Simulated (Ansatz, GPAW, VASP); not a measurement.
**GaSb and the functional, program beside program**

The structure is cubic, space group F-43m (No. 216). Conventional cell: a = 6.118 Å, b = 6.118 Å, c = 6.118 Å, α = 90.00°, β = 90.00°, γ = 90.00°. Sb (site symmetry -43m) is surrounded by 4 Ga at 2.65 Å. Around Ga (site symmetry -43m) lie 4 Sb at 2.65 Å.

Kept alike: task band structure; k mesh 8 × 8 × 8; occupations fermi-dirac, width 0.05 eV; no spin polarisation. The mesh is that of the run's cell of 2 atoms. No spin-orbit coupling.

- A: Ansatz, Ansatz PAW, made for PBE, cutoff 420 to 500 eV
- B: GPAW; PAW data sets generated for this functional (BLYP, PBEsol); the program's PAW data sets (release 1.2.1) made for this functional (LDA, RPBE, revPBE); GPAW PAW data sets (gpaw-data 1.2.1) (PBE, r2SCAN), cutoff 600 eV
- C: VASP; PBE PAW files Ga_d, Sb, 520 eV (BLYP, PBE, PBEsol, RPBE, r2SCAN, revPBE); LDA PAW files Ga_d, Sb, 520 eV (LDA)

| functional | A: pressure (GPa) | B: pressure (GPa) | C: pressure (GPa) |
| --- | --- | --- | --- |
| BLYP | 5.32 | 5.20 | 5.57 |
| LDA | -1.73 | -1.77 | -1.55 |
| PBE | 2.34 | 2.35 | 2.44 |
| PBEsol | -0.16 | -0.13 | -0.07 |
| RPBE | 3.90 | 3.95 | 3.94 |
| r2SCAN | 0.37 | 0.19 | 0.45 |
| revPBE | 3.47 | 3.51 | 3.52 |

Pressure is positive in compression; plane-wave values hold the error of the finite cutoff, which Ansatz corrects. Values on potentials made for another functional: A at BLYP, LDA, PBEsol, RPBE, r2SCAN, revPBE; B at r2SCAN; C at BLYP, PBEsol, RPBE, r2SCAN, revPBE.

Question: How large is the effect of the functional, and do the programs agree on it?

Answer: From LDA to BLYP the pressure moves by +7.05 in A, +6.97 in B, +7.12 in C (GPa). Row by row the programs differ by 0.05 to 0.37, and over this span the shifts, as printed, agree within about 2 %. Shifts from LDA: BLYP +7.05, +6.97, +7.12; PBE +4.07, +4.12, +3.99; PBEsol +1.57, +1.64, +1.48; RPBE +5.63, +5.72, +5.49; r2SCAN +2.10, +1.96, +2.00; revPBE +5.20, +5.28, +5.07; the programs' shifts differ by up to 0.23.
